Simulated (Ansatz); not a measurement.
Method: DFT PBE, scalar-relativistic, plane waves, PAW in Ansatz. All cells share a 420 eV cutoff and Γ-centred k meshes spaced at most about 0.3 Å⁻¹ (2π included). No spin polarisation.

Each guess is relaxed in cell and atoms at zero pressure, on a coarse mesh first where it starts far from rest and then on a converged one. The steps can't lower the symmetry of the start, but it can rise. Energies are static (0 K, no zero-point motion).

This guess for PbSe isn't its lowest structure:

```cif
data_structure
_symmetry_space_group_name_H-M 'P4/nmm:1'
_symmetry_Int_Tables_number 129
_cell_length_a 4.9970
_cell_length_b 4.9970
_cell_length_c 7.0668
_cell_angle_alpha 90.000
_cell_angle_beta 90.000
_cell_angle_gamma 90.000
_cell_volume 176.45
loop_
_atom_site_label
_atom_site_type_symbol
_atom_site_symmetry_multiplicity
_atom_site_Wyckoff_symbol
_atom_site_fract_x
_atom_site_fract_y
_atom_site_fract_z
_atom_site_occupancy
Pb1 Pb 2 c 0.50000 0.00000 0.75000 1
Se1 Se 2 a 0.00000 0.00000 0.00000 1
```

**Question.** What does it relax into?

**Answer.** P4/nmm at 44.1 Å³/atom → P4/nmm at 30.2 Å³/atom. Conventional cell: a = 5.352 Å, c = 4.223 Å. Pb has 4 Se at 2.99 Å; Se is surrounded by 4 Pb at 2.99 Å.

```yaml
crystal:
  lattice:
    - [5.35150, 0.00000, 0.00000]
    - [0.00000, 5.35150, 0.00000]
    - [0.00000, 0.00000, 4.22335]
  atoms:
    - { symbol: Pb, position: [0.50000, 0.00000, 0.68224] }
    - { symbol: Pb, position: [0.00000, 0.50000, 0.31776] }
    - { symbol: Se, position: [0.00000, 0.00000, 0.00000] }
    - { symbol: Se, position: [0.50000, 0.50000, 0.00000] }
```

**Question.** How far does this end lie above the lowest form of PbSe relaxed in the same way, and what is that form?

**Answer.** It lies 171 meV/atom above the lowest of the 7 forms computed, a structure that the Crystallography Open Database (COD) lists, of the rock salt type. Space group Fm-3m (No. 225), cubic, a = 6.218 Å. Around Pb lie 6 Se at 3.11 Å; Se is surrounded by 6 Pb at 3.11 Å. That form has 30.1 Å³/atom and a gap of 0.43 eV on its mesh; the guess's end has 0.41 eV. Counting Se atoms around Pb (those within 1.25 times the shortest such distance or 1.15 times the sum of covalent radii), the guess's end has Pb 4 and the lowest form has Pb 6.

No dispersion correction is applied, so the spacing and binding between layers, chains or molecules are poorly described (P4/nmm), and this can change margins and order among such cells. These runs have no spin–orbit coupling, which can matter for Pb. Kohn–Sham gaps at this level usually fall short of measured ones. The missing spin–orbit coupling can work the other way here. Some structure types and database cells were kept out of the candidates from the start, so a known form may be missing.

The relaxation keeps the litharge-like layers of the guess but flattens them and closes the space between them. The end is almost as dense as rock salt, at 30.2 against 30.1 Å³/atom, so poor packing can't explain the 171 meV/atom penalty. The difference lies in the bonding: four shorter Pb–Se contacts on one side of Pb replace six longer ones arranged octahedrally. Such a one-sided environment pays off when Pb 6s mixes strongly with anion p states and, through them, with Pb 6p, giving a directed lone pair, as in litharge PbO. Se 4p lies higher above Pb 6s than O 2p does, which weakens this mixing and probably tips the balance towards rock salt, the known ground structure of PbSe. The rock salt gap of 0.43 eV exceeds the measured one, most likely because spin–orbit splitting of the Pb 6p-derived conduction states is absent. Whether the tetragonal end is a true local minimum or a saddle point held by symmetry remains open without phonons or symmetry-breaking distortions.
